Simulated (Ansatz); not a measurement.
SnSe2:

```
Sn Se
1.0
     3.81100    0.00000    0.00000
    -1.90550    3.30042    0.00000
     0.00000    0.00000    6.13600
Sn Se
1 2
Direct
  0.00000 0.00000 0.00000
  0.66667 0.33333 0.75100
  0.33333 0.66667 0.24900
```

Base run:

* Program: Ansatz 0.2.0
* Functional: PBE0
* Potentials or basis: Ansatz PAW
* Cutoff: 420 eV (not typed: the program's choice for these potentials)
* k mesh: 6 × 6 × 4
* Occupations: fermi-dirac, width 0.05 eV
* Spin: no spin polarisation

Its results: band gap on the k mesh 2.20 eV, indirect (least direct gap 2.55 eV); pressure 2.6 GPa; largest force 0.311 eV/Å.

Q: The run is repeated on the same cell with these changes: functional from PBE0 to HSE06. What comes out?

A: Band gap on the k mesh 1.53 eV, indirect (least direct gap 1.92 eV); pressure 2.8 GPa; largest force 0.331 eV/Å.

Caveats: the k mesh misses the band edges, so the gap on the mesh is wider than the one along the path; spin-orbit coupling is left out, which moves the levels of the heavy elements; this functional lacks dispersion, which binds the layers, so the pressure and a relaxed spacing across them are unreliable; the PAW data sets come from PBE, with cores solved anew for the run's functional, which leaves a small shift of forces and pressure; the thresholds are loose for stress.
